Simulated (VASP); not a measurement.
# MgB2 (P6/mmm) in VASP: a series of runs

Aim: see how the results for MgB2 move with the level of theory and the settings. Levels: revPBE+D2, PBE+TS-HI, HF+D4, LDA. Tasks: single point, atomic charges.

Program: VASP 6.6.1. These are calculated values, not measurements. Logs are shortened: lines on timing, memory, paths and dates and some standing lists are left out, and cuts for length are marked.

### 1 The structure

It takes space group P6/mmm (No. 191, hexagonal). The conventional cell has a = 3.085 Å, b = 3.085 Å, c = 3.523 Å, α = 90.00°, β = 90.00°, γ = 120.00°. Mg (site symmetry 6/mmm) is surrounded by 12 B at 2.51 Å. B (site symmetry -6m2) is surrounded by 3 B at 1.78 Å.

### 2 Single point, revPBE+D2 (volume scaled by 0.92)

File run.py:

```python
from ase.calculators.vasp import Vasp
from ase.dft.bandgap import bandgap
from ase.spacegroup import crystal

atoms = crystal(
    ['Mg', 'B'],
    basis=[[0.0, 0.0, 0.0], [0.6666666667, 0.3333333333, 0.5]],
    spacegroup=191,
    setting=1,
    cellpar=[3.00043653, 3.00043653, 3.42643043, 90.0, 90.0, 120.0],
    primitive_cell=True,
)
calc = Vasp(
    directory='calc',
    xc='revpbe',
    pp='PBE',
    setups='recommended',
    prec='Accurate',
    encut=520,
    ediff=1e-06,
    ismear=-1,
    sigma=0.1,
    lreal=False,
    lasph=True,
    nelm=100,
    algo='Normal',
    isif=2,
    lwave=False,
    lcharg=False,
    ivdw=1,
    kpts=[10, 10, 8],
    gamma=True,
)
atoms.calc = calc

print('energy (eV):', atoms.get_potential_energy())
print('free energy (eV):', atoms.get_potential_energy(force_consistent=True))
print('forces (eV/A):')
print(atoms.get_forces())
print('stress (eV/A^3, Voigt):', atoms.get_stress())
print('Fermi level (eV):', calc.get_fermi_level())
gap, top, bottom = bandgap(calc)
print('band gap (eV):', gap, 'from (spin, k, band)', top, 'to', bottom)
```

Potentials or basis: VASP PAW PBE potentials, release 64 (Mg, B).

On the command line:

```sh
$ python run.py
```

The log of the run:

```text
energy (eV): -16.09648122
free energy (eV): -16.10828546
forces (eV/A):
[[-0.  0.  0.]
 [ 0.  0. -0.]
 [-0. -0.  0.]]
stress (eV/A^3, Voigt): [-0.06035189 -0.06035189 -0.03045104  0.         -0.         -0.        ]
Fermi level (eV): 5.99176588
band gap (eV): 0.0 from (spin, k, band) (None, None, None) to (None, None, None)
```

OUTCAR:

```text
ENCUT = 520.000000
   EDIFF = 1.00e-06
   GGA = RE
   PREC = Accurate
   ISIF = 2
   ISMEAR = -1
   NELM = 100
   IVDW = 1
   LASPH = .TRUE.
   LREAL = .FALSE.
  IVDW =   1

 ion  position               nearest neighbor table
   1  0.000  0.000  0.000-   2 2.44   3 2.44   2 2.44   3 2.44   2 2.44   2 2.44   3 2.44   3 2.44
                             2 2.44   2 2.44   3 2.44   3 2.44
   2  0.667  0.333  0.500-   3 1.73   3 1.73   3 1.73   1 2.44   1 2.44   1 2.44   1 2.44   1 2.44
                             1 2.44
   3  0.333  0.667  0.500-   2 1.73   2 1.73   2 1.73   1 2.44   1 2.44   1 2.44   1 2.44   1 2.44
                             1 2.44

  LATTYP: Found a hexagonal cell.
 ALAT       =     3.0004365300
 C/A-ratio  =     1.1419773075

  Lattice vectors:

 A1 = (   3.0004365300,   0.0000000000,   0.0000000000)
 A2 = (  -1.5002182650,   2.5984542574,   0.0000000000)
 A3 = (   0.0000000000,   0.0000000000,   3.4264304300)

Analysis of symmetry for initial positions (statically):
=====================================================================
 Subroutine PRICEL returns:
 Original cell was already a primitive cell.

 Routine SETGRP: Setting up the symmetry group for a
 hexagonal supercell.

 Subroutine GETGRP returns: Found 24 space group operations
 (whereof 24 operations were pure point group operations)
 out of a pool of 24 trial point group operations.

The static configuration has the point symmetry D_6h.

Analysis of symmetry for dynamics (positions and initial velocities):
=====================================================================
 Subroutine PRICEL returns:
 Original cell was already a primitive cell.

 Routine SETGRP: Setting up the symmetry group for a
 hexagonal supercell.

 Subroutine GETGRP returns: Found 24 space group operations
 (whereof 24 operations were pure point group operations)
 out of a pool of 24 trial point group operations.

The dynamic configuration has the point symmetry D_6h.

 Subroutine INISYM returns: Found 24 space group operations
 (whereof 24 operations are pure point group operations),
 and found     1 'primitive' translations

----------------------------------------------------------------------------------------

                                     Primitive cell

  volume of cell :      26.7142

  direct lattice vectors                    reciprocal lattice vectors
     3.000436530  0.000000000  0.000000000     0.333284837  0.192422090  0.000000000
    -1.500218265  2.598454257  0.000000000     0.000000000  0.384844181  0.000000000
     0.000000000  0.000000000  3.426430430     0.000000000  0.000000000  0.291848914

  length of vectors
     3.000436530  3.000436530  3.426430430     0.384844181  0.384844181  0.291848914

  position of ions in fractional coordinates (direct lattice)
     0.000000000  0.000000000  0.000000000
     0.666666667  0.333333333  0.500000000
     0.333333333  0.666666667  0.500000000

  ion indices of the primitive-cell ions
   primitive index   ion index
                 1           1
                 2           2
                 3           3

----------------------------------------------------------------------------------------

 KPOINTS: KPOINTS created by Atomic Simulation Env

Automatic generation of k-mesh.
 Grid dimensions read from file:
[... 48 lines left out ...]
   number of dos      NEDOS =    301   number of ions     NIONS =      3
   total plane-waves  NPLWV =  16128
   dimension x,y,z NGX =    24 NGY =   24 NGZ =   28
   dimension x,y,z NGXF=    48 NGYF=   48 NGZF=   56
   ions per type =               1   2
   NGX,Y,Z   is equivalent  to a cutoff of  13.30, 13.30, 13.59 a.u.
   NGXF,Y,Z  is equivalent  to a cutoff of  26.60, 26.60, 27.17 a.u.
 SYSTEM =  unknown system
   PREC   = accura    normal or accurate (medium, high low for compatibility)
   ISTART =      0    job   : 0-new  1-cont  2-samecut
   ICHARG =      2    charge: 1-file 2-atom 10-const
   ISPIN  =      1    spin polarized calculation?
   LNONCOLLINEAR =      F non collinear calculations
[... 14 lines left out ...]
   PSTRESS=    0.0 pullay stress
   NELECT =       8.0000    total number of electrons
   NUPDOWN=      -1.0000    fix difference up-down
   EMIN   =  10.00;   EMAX   =-10.00  energy-range for DOS
   EFERMI =   0.00;   METHOD = LEGACY
   ISMEAR =    -1;   SIGMA  =   0.10  broadening in eV -4-tet -1-fermi 0-gaus
   EFERMI_NEDOS =   21; number of points for ismear=-14 and -15
   IALGO  =     38    algorithm
   IMIX   =      4    mixing-type and parameters
     AMIX     =   0.40;   BMIX     =  1.00
     AMIX_MAG =   1.60;   BMIX_MAG =  1.00
  volume/ion in A,a.u.               =       8.90        60.09
  Fermi-wavevector in a.u.,A,eV,Ry     =   1.095278  2.069775 16.322009  1.199634
  Thomas-Fermi vector in A             =   2.231599
   LORBIT       =      0    0 simple, 1 ext, 2 COOP (PROOUT), +10 PAW based schemes
   GGA     = RE    functional components
   LHFCALC =     F    Hartree Fock is set to
   AEXX    =    0.0000 exact exchange contribution
   IVDW    =     1    specifies the selected vdW correction
   LEPSILON=     F    determine dielectric tensor
   LRPA    =     F    only Hartree local field effects (RPA)
 non-spin polarized calculation
  energy-cutoff  :      520.00
  volume of cell :       26.71
 maximum number of plane-waves:       738
 NGX is ok and might be reduce to    24
   NGX = 11   NGY = 11   NGZ = 13

 number of electron       8.0000000 magnetization

 Free energy of the ion-electron system (eV)
  ---------------------------------------------------
  ext. energy  EPLUGINS =         0.00000000
  ---------------------------------------------------
  free energy    TOTEN  =       -14.56794127 eV

  energy without entropy =      -14.54433280  energy(sigma->0) =      -14.55613703

 E-fermi :   5.9918     XC(G=0): -11.1766

 val. band max:        5.9907559107   @ k =   0.1000   0.0000   0.5000
 cond. band min:       6.0171366375   @ k =   0.1000   0.0000   0.1250
 fundamental gap:      0.0263807268
 Fermi energy:         5.9917658761

 k-point     1 :       0.0000    0.0000    0.0000
  band No.  band energies     occupation
      1      -7.0053      2.00000
      2       2.8485      2.00000
      3       6.3865      0.03788
      4       6.3865      0.03788
      5       7.8332      0.00000
      6      12.6361      0.00000
      7      12.6361      0.00000
      8      14.9088      0.00000
[... 243 lines left out ...]
 k-point    24 :       0.4000    0.1000    0.1250
  band No.  band energies     occupation
      1      -3.1931      2.00000
      2      -1.3858      2.00000
      3       3.0046      2.00000
      4       5.2322      1.99900
      5       8.2949      0.00000
      6      11.5029      0.00000
      7      12.8167      0.00000
      8      15.0176      0.00000

 [... further k-points ...]

------------------------ aborting loop because EDIFF is reached ----------------------------------------

  DFT-D2 method for vdW energy calculation

  Number of pair interactions contributing to vdW energy:  117543

  Edisp (eV):   -1.54034

  FORCE on cell =-STRESS in cart. coord.  units (eV):
  Direction    XX          YY          ZZ          XY          YZ          ZX
  --------------------------------------------------------------------------------------
  -------------------------------------------------------------------------------------
  Total       1.61225     1.61225     0.81347     0.00000    -0.00000     0.00000
  in kB      96.69438    96.69438    48.78794     0.00000    -0.00000     0.00000
  external pressure =       80.73 kB  Pullay stress =        0.00 kB

 VOLUME and BASIS-vectors are now :
 -----------------------------------------------------------------------------
  energy-cutoff  :      520.00
  volume of cell :       26.71
      direct lattice vectors                 reciprocal lattice vectors
     3.000436530  0.000000000  0.000000000     0.333284837  0.192422090  0.000000000
    -1.500218265  2.598454257  0.000000000     0.000000000  0.384844181  0.000000000
     0.000000000  0.000000000  3.426430430     0.000000000  0.000000000  0.291848914

 POSITION                                       TOTAL-FORCE (eV/Angst)
 -----------------------------------------------------------------------------------
      0.00000      0.00000      0.00000        -0.000000      0.000000      0.000000
      1.50022      0.86615      1.71322         0.000000      0.000000     -0.000000
     -0.00000      1.73230      1.71322        -0.000000     -0.000000      0.000000
 -----------------------------------------------------------------------------------
    total drift:                                0.000000     -0.000000      0.000000

  FREE ENERGIE OF THE ION-ELECTRON SYSTEM (eV)
  ---------------------------------------------------
  free  energy   TOTEN  =       -16.1082854602 eV

  energy  without entropy=      -16.0846769892  energy(sigma->0) =      -16.09648122
```

INCAR:

```text
ENCUT = 520.000000
SIGMA = 0.100000
EDIFF = 1.00e-06
ALGO = Normal
GGA = RE
PREC = Accurate
ISIF = 2
ISMEAR = -1
NELM = 100
IVDW = 1
LASPH = .TRUE.
LCHARG = .FALSE.
LWAVE = .FALSE.
LREAL = .FALSE.
```

Wall time 19 s (1 thread of Intel Xeon Platinum 8488C (Sapphire Rapids), shared host); peak memory 0.15 GiB.

Results:

```
Free energy                : -16.1083 eV
Pressure                   : 8.1 GPa
Band gap on the k mesh     : none (metal or under the smearing width)
Dispersion energy per atom : -0.513 eV
```

Levels at points of the mesh, in eV from the Fermi level:
```
           k point  band 2  band 3  band 4  band 5  band 6  band 7
(0.00, 0.00, 0.00)   -3.14    0.39    0.39    1.84    6.64    6.64
(0.50, 0.00, 0.00)   -8.23   -2.31    0.15    3.25    4.02    5.71
(0.00, 0.00, 0.50)   -7.86    0.81    0.81    6.93    6.93    8.45
(0.50, 0.00, 0.50)   -7.27   -3.82   -2.02   -1.36    6.21    9.45
```

Caveat: atom-pairwise D2, TS and ULG terms overbind metals; the PAW data sets were made with another functional, which shifts forces and pressure a little; pairwise dispersion overbinds metals, which lowers pressure and volume.

### 3 Atomic charges, PBE+TS-HI

File INCAR:

```
SYSTEM = MgB2
PREC = Accurate
ENCUT = 500
EDIFF = 1E-6
ISMEAR = 0
SIGMA = 0.01
LREAL = .FALSE.
LASPH = .TRUE.
NELM = 80
ALGO = Normal
ISIF = 2
LWAVE = .FALSE.
LCHARG = .FALSE.
GGA = PE
IVDW = 21
LORBIT = 11
```

File MgB2.cif:

```cif
data_MgB2
_cell_length_a 3.08500000
_cell_length_b 3.08500000
_cell_length_c 3.52300000
_cell_angle_alpha 90.00000000
_cell_angle_beta 90.00000000
_cell_angle_gamma 120.00000000
_space_group_name_H-M_alt 'P6/mmm'
_space_group_name_Hall '-P 6 2'
_space_group_IT_number 191
loop_
_space_group_symop_operation_xyz
'x,y,z'
'-x,-y,-z'
'x-y,x,z'
'-x+y,-x,-z'
'-y,x-y,z'
'y,-x+y,-z'
'-x,-y,z'
'x,y,-z'
'-x+y,-x,z'
'x-y,x,-z'
'y,-x+y,z'
'-y,x-y,-z'
'-y,-x,-z'
'y,x,z'
'-x,-x+y,-z'
'x,x-y,z'
'-x+y,y,-z'
'x-y,-y,z'
'y,x,-z'
'-y,-x,z'
'x,x-y,-z'
'-x,-x+y,z'
'x-y,-y,-z'
'-x+y,y,z'
loop_
_atom_site_label
_atom_site_type_symbol
_atom_site_symmetry_multiplicity
_atom_site_Wyckoff_symbol
_atom_site_fract_x
_atom_site_fract_y
_atom_site_fract_z
_atom_site_occupancy
Mg1 Mg 1 a 0.0000000000 0.0000000000 0.0000000000 1
B1 B 2 d 0.6666666667 0.3333333333 0.5000000000 1
```

File KPOINTS:

```
Automatic mesh
0
G
  12 12 10
  0 0 0
```

File POSCAR:

```
Mg B 
 1.0000000000000000
     3.0850000000000000    0.0000000000000000    0.0000000000000000
    -1.5424999999999993    2.6716883706749934    0.0000000000000000
     0.0000000000000000    0.0000000000000000    3.5230000000000001
 Mg  B  
   1   2
Cartesian
  0.0000000000000000  0.0000000000000000  0.0000000000000000
  1.5425000001542502  0.8905627901359416  1.7615000000000001
 -0.0000000001542495  1.7811255805390518  1.7615000000000001
```

Potentials or basis: VASP PAW PBE potentials, release 64 (Mg, B).

On the command line:

```sh
$ ase convert -i cif -o vasp MgB2.cif POSCAR
$ cat potpaw_PBE.64/Mg/POTCAR potpaw_PBE.64/B/POTCAR > POTCAR
$ mpirun -np 1 vasp_std > vasp.out
```

It took 55 s on 1 thread of Intel Xeon Platinum 8488C (Sapphire Rapids), shared host; peak memory 0.16 GiB.

Results (log left out):

- Free energy: -16.1165 eV
- Pressure: -5.8 GPa
- Band gap on the k mesh: none (metal or under the smearing width)
- Valence electrons inside the program's atomic spheres: Mg 0.39; B 1.91
- Hirshfeld charges: Mg +0.28; B -0.14 e
- Dispersion energy per atom: -0.266 eV

Stress tensor (GPa, compression positive):
```
-6.28  0.00  0.00
 0.00 -6.28  0.00
 0.00  0.00 -4.72
```

Levels at points of the mesh, in eV from the Fermi level:
```csv
k point,band 1,band 2,band 3,band 4,band 5,band 6,band 7,band 8
"(0.00, 0.00, 0.00)",-12.35,-2.86,0.42,0.42,1.73,6.37,6.37,8.14
"(0.50, 0.00, 0.00)",-8.47,-7.76,-2.11,0.29,3.15,3.94,5.40,7.17
"(0.00, 0.00, 0.50)",-11.08,-7.34,0.80,0.80,6.70,6.70,8.02,9.90
"(0.50, 0.00, 0.50)",-7.50,-6.85,-3.48,-1.82,-1.21,5.76,8.84,8.98
```

Caveat: pairwise dispersion overbinds metals, which lowers pressure and volume.

### 4 Single point, HF+D4

File POSCAR:

```
MgB2
3.085
    1.000000000000      0.000000000000      0.000000000000
   -0.500000000000      0.866025403793      0.000000000000
    0.000000000000      0.000000000000      1.141977309562
Mg B
1 2
Direct
    0.0000000000      0.0000000000      0.0000000000
    0.6666666667      0.3333333333      0.5000000000
    0.3333333333      0.6666666667      0.5000000000
```

File INCAR.step1:

```
SYSTEM = MgB2
  PREC = Accurate
  ENCUT = 520
  EDIFF = 1E-5
  ISMEAR = -1
  SIGMA = 0.05
  LREAL = .FALSE.
  LASPH = .TRUE.
  NELM = 80
  ALGO = Normal
  ISIF = 2
  LWAVE = .TRUE.
  LCHARG = .FALSE.
  NBANDS = 11
  GGA = PE
```

File INCAR.step2:

```
SYSTEM = MgB2
  PREC = Accurate
  ENCUT = 520
  EDIFF = 1E-6
  ISMEAR = -1
  SIGMA = 0.05
  LREAL = .FALSE.
  LASPH = .TRUE.
  NELM = 80
  ALGO = Normal
  ISIF = 2
  LWAVE = .FALSE.
  LCHARG = .FALSE.
  GGA = PE
  LHFCALC = .TRUE.
  AEXX = 1.0
  ALDAC = 0.0
  AGGAC = 0.0
  PRECFOCK = Fast
  HFRCUT = -1
  IVDW = 13
  NBANDS = 11
  ISTART = 1
```

File KPOINTS:

```
regular mesh
0
G
  5 5 4
  0 0 0
```

On the command line:

```sh
$ cat potpaw_PBE.64/Mg/POTCAR potpaw_PBE.64/B/POTCAR > POTCAR
$ cp INCAR.step1 INCAR
$ mpirun -np 1 vasp_std > vasp.out
$ cp INCAR.step2 INCAR
$ mpirun -np 1 vasp_std > vasp.out
```

It took 1.9 min on 1 thread of Intel Xeon Platinum 8488C (Sapphire Rapids), shared host; peak memory 0.15 GiB.

The run converged. Its results:

```
Free energy                : -20.9666 eV
Pressure                   : -7.6 GPa
Band gap on the k mesh     : none (metal or under the smearing width)
Dispersion energy per atom : -0.494 eV
```

Stress tensor (GPa, compression positive):
```
-8.49  0.00  0.00
 0.00 -8.49  0.00
 0.00  0.00 -5.67
```

Levels at points of the mesh, in eV from the Fermi level:
```
           k point  band 1  band 2  band 3  band 4  band 5  band 6  band 7  band 8
(0.00, 0.00, 0.00)  -21.04   -6.66   -1.74   -1.74    5.13   10.83   10.83   13.61
(0.00, 0.00, 0.50)  -19.40  -12.92    1.11    1.11   11.28   11.28   14.20   15.98
```

Caveat: the k mesh is coarse (spacing up to 0.47 Å⁻¹), so the values aren't converged, least of all with exact exchange; the PAW data sets were made with another functional, which shifts forces and pressure a little; pairwise dispersion overbinds metals, which lowers pressure and volume.

### 5 Atomic charges, LDA (cell strained at random at fixed volume)

File INCAR:

```
SYSTEM = MgB2
PREC = Accurate
ENCUT = 520
EDIFF = 1E-6
ISMEAR = 0
SIGMA = 0.01
LREAL = .False.
LASPH = .True.
NELM = 80
ALGO = Normal
ISIF = 2
LWAVE = .False.
LCHARG = .False.
GGA = CA
LORBIT = 11
```

File KPOINTS:

```
Automatic mesh
0
Gamma
  10 10 8
  0 0 0
```

File POSCAR:

```
MgB2
1.0
    3.1039190000      0.0264540000      0.0465050000
   -1.5290500000      2.6124840000     -0.0091080000
    0.0531080000      0.0186520000      3.5639960000
Mg B
1 2
Direct
    0.0000000000      0.0000000000      0.0000000000
    0.6666666667      0.3333333333      0.5000000000
    0.3333333333      0.6666666667      0.5000000000
```

Potentials or basis: VASP PAW LDA potentials, release 64 (Mg, B).

On the command line:

```sh
$ cat potpaw_LDA.64/Mg/POTCAR potpaw_LDA.64/B/POTCAR > POTCAR
$ mpirun -np 1 vasp_std > vasp.out
```

It took 52 s on 1 thread of Intel Xeon Platinum 8488C (Sapphire Rapids), shared host; peak memory 0.22 GiB.

The run converged. Its results:

```yaml
Free_energy: -17.2225 eV
Pressure: -7.3 GPa
Largest_force: 0.135 eV/Å
Band_gap_on_the_k_mesh: none (metal or under the smearing width)
Valence_electrons_inside_the_program's_atomic_spheres: Mg 0.40; B 1.93
```

Forces on the atoms (eV/Å):
```
Mg   0.000  0.000  0.000
B    0.038  0.129  0.007
B   -0.038 -0.129 -0.007
```

Stress tensor (GPa, compression positive):
```
-10.20  -3.18  -1.72
 -3.18  -2.34  -0.68
 -1.72  -0.68  -9.28
```

Levels at points of the mesh, in eV from the Fermi level:
| k point | band 1 | band 2 | band 3 | band 4 | band 5 | band 6 | band 7 | band 8 |
| --- | --- | --- | --- | --- | --- | --- | --- | --- |
| (0.00, 0.00, 0.00) | -12.33 | -3.13 | 0.32 | 0.49 | 1.34 | 6.15 | 6.61 | 8.57 |
| (0.50, 0.00, 0.00) | -8.53 | -7.82 | -1.90 | -0.05 | 2.83 | 4.30 | 4.99 | 6.88 |
| (0.00, 0.50, 0.00) | -8.26 | -7.73 | -2.33 | 0.19 | 2.95 | 3.72 | 5.17 | 6.78 |
| (0.50, 0.50, 0.00) | -8.37 | -7.76 | -2.16 | 0.09 | 2.91 | 3.97 | 5.09 | 6.81 |
| (0.00, 0.00, 0.50) | -11.08 | -7.51 | 0.68 | 0.82 | 6.49 | 6.91 | 8.04 | 9.35 |
| (0.50, 0.00, 0.50) | -7.60 | -6.93 | -3.68 | -1.65 | -1.43 | 6.33 | 8.95 | 9.30 |
| (0.00, 0.50, 0.50) | -7.31 | -6.88 | -3.47 | -2.06 | -1.25 | 5.44 | 8.37 | 8.58 |
| (0.50, 0.50, 0.50) | -7.43 | -6.89 | -3.56 | -1.90 | -1.32 | 5.80 | 8.60 | 8.87 |

### 6 The reference run

An earlier run on the cell as given: functional PBEsol; potentials or basis VASP PAW PBE potentials, release 64 (Mg, B); cutoff 520 eV; k mesh 10 × 10 × 8; occupations fermi-dirac, width 0.05 eV; no spin polarisation.

* Pressure: -3.0 GPa
* Band gap on the k mesh: none (metal or under the smearing width)

### 7 The runs side by side

```tsv
task	level	potentials or basis	cell	k mesh	cutoff (eV)	smearing	grid for exact exchange (PRECFOCK)	exchange at q = 0	ladder	other keys	mesh quality	gap on the mesh (eV)	pressure (GPa)
single point	revPBE+D2	VASP PAW PBE potentials, release 64 (Mg, B)	volume scaled by 0.92	10 × 10 × 8	520	fermi-dirac 0.1 eV	-	-	-	-	not flagged	none	8.1
atomic charges	PBE+TS-HI	VASP PAW PBE potentials, release 64 (Mg, B)	as given	12 × 12 × 10	500	gaussian 0.01 eV	-	-	-	k = 12 × 12 × 10	not flagged	none	-5.8
single point	HF+D4	VASP PAW PBE potentials, release 64 (Mg, B)	as given	5 × 5 × 4	520	fermi-dirac 0.05 eV	Fast	truncated	-	-	coarse	none	-7.6
atomic charges	LDA	VASP PAW LDA potentials, release 64 (Mg, B)	cell strained at random at fixed volume	10 × 10 × 8	520	gaussian 0.01 eV	-	-	-	-	not flagged	none	-7.3
single point	PBEsol	VASP PAW PBE potentials, release 64 (Mg, B)	as given	10 × 10 × 8	520	fermi-dirac 0.05 eV	-	-	free	-	not flagged	none	-3.0
```

Alike in all rows: no spin polarisation.

Caveats: some runs use coarse meshes; the PAW data sets were made with another functional, which shifts forces and pressure a little (some runs); pairwise dispersion overbinds metals, which lowers pressure and volume (some runs); atom-pairwise D2, TS and ULG terms overbind metals (some runs).

Total energies depend on the potentials used, so only differences within one code and one set of settings carry meaning.
